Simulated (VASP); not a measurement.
Here is the system:

```
CELL_PARAMETERS angstrom
      0.00000     3.09142     3.09142
      3.09142     0.00000     3.09142
      3.09142     3.09142     0.00000
ATOMIC_POSITIONS crystal
  Al 0.00000 0.00000 0.00000
  Sb 0.25000 0.25000 0.25000
```

The numbers are results of r2SCAN meta-GGA, VASP's PBE PAW potentials (set 64) (plane waves; VASP), not measurements. Settings: 530 eV cut-off, 7×7×7 Γ-centred mesh, Gaussian smearing of 0.050 eV, potentials Al Sb.

Task: Give the elastic stiffness tensor with the ions relaxed (GPa, in the frame of the cell).

Result: 
|  | xx | yy | zz | yz | xz | xy |
|---|---|---|---|---|---|---|
| xx | 86.4 | 40.9 | 40.9 | 0.0 | 0.0 | 0.0 |
| yy | 40.9 | 86.4 | 40.9 | 0.0 | 0.0 | 0.0 |
| zz | 40.9 | 40.9 | 86.4 | 0.0 | 0.0 | 0.0 |
| yz | 0.0 | 0.0 | 0.0 | 41.3 | 0.0 | 0.0 |
| xz | 0.0 | 0.0 | 0.0 | 0.0 | 41.3 | 0.0 |
| xy | 0.0 | 0.0 | 0.0 | 0.0 | 0.0 | 41.3 |

Task: Predict the Hill bulk modulus, Hill shear modulus, Young's modulus, Poisson's ratio.

Result: 
```yaml
hill_bulk_modulus: 56.1 GPa
hill_shear_modulus: 32.5 GPa
Young's modulus: 81.7 GPa
Poisson's ratio: 0.257
```

Measured: C11 87.7 GPa (computed value off by -1.5 %), C12 43.4 GPa (computed value off by -5.7 %), C44 40.8 GPa (computed value off by +1.2 %), as given by Oses et al., (2018), arXiv:1811.08464. The calculation is for a static lattice, while the measured C11, C12, C44 hold thermal and zero-point effects, which are part of the difference.

The compound is AlSb in the zinc blende structure. It was relaxed first.
